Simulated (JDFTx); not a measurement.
**GaAs under changes of volume**

One of the cells (22.590 Å³/atom); the others are scaled copies at fixed shape and fractional positions:

```
As Ga
1.0
     0.00000    2.82685    2.82685
     2.82685    0.00000    2.82685
     2.82685    2.82685    0.00000
As Ga
1 1
Direct
  0.75000 0.75000 0.75000
  0.00000 0.00000 0.00000
```

* Program: JDFTx 1.7.0 (patched build)
* Functional: r2SCAN
* Potentials or basis: SG15-PBE-1.2
* Cutoff: 1088 eV
* Density cutoff: 8708 eV
* k mesh: 6 × 6 × 6
* Occupations: fermi-dirac, width 0.05 eV
* Spin: no spin polarisation

| volume (Å³/atom) | energy over the lowest point (meV/atom) | pressure (GPa) | gap on the mesh (eV) |
| --- | --- | --- | --- |
| 21.234 | ? | ? | ? |
| 21.686 | 9.87 | 3.0 | 0.93 |
| 22.138 | 2.77 | 1.3 | 0.76 |
| 22.590 | 0.00 | -0.2 | 0.59 |
| 23.041 | 1.28 | -1.5 | 0.44 |
| 23.493 | 6.14 | -2.7 | 0.28 |
| 23.945 | 14.14 | -3.7 | 0.14 |

**Question.** What does the run at 21.234 Å³/atom give?

**Answer.** Energy over the lowest point 20.99 meV/atom; pressure 5.1 GPa; gap on the mesh 1.10 eV.

Worked out: A Birch-Murnaghan fit of order 3 (a polynomial in V^(-2/3)) to the other rows has its minimum at 22.66 Å³/atom with B0 = V·E''(V) = 69 GPa and B' = 4.4. It gives 21.96 meV/atom at 21.234 Å³/atom, against the run's 20.99, and -dE/dV = 5.2 GPa, against 5.1. A straight line through the other rows of the gap, of slope -7.99 eV per unit of ln V (its deformation potential), extrapolates to 1.09 eV, against the run's 1.10.

Energies are extrapolated to zero smearing.

Caveats: the potentials were made for another functional, which shifts forces and pressure.

Spin-orbit coupling on As, Ga is left out.
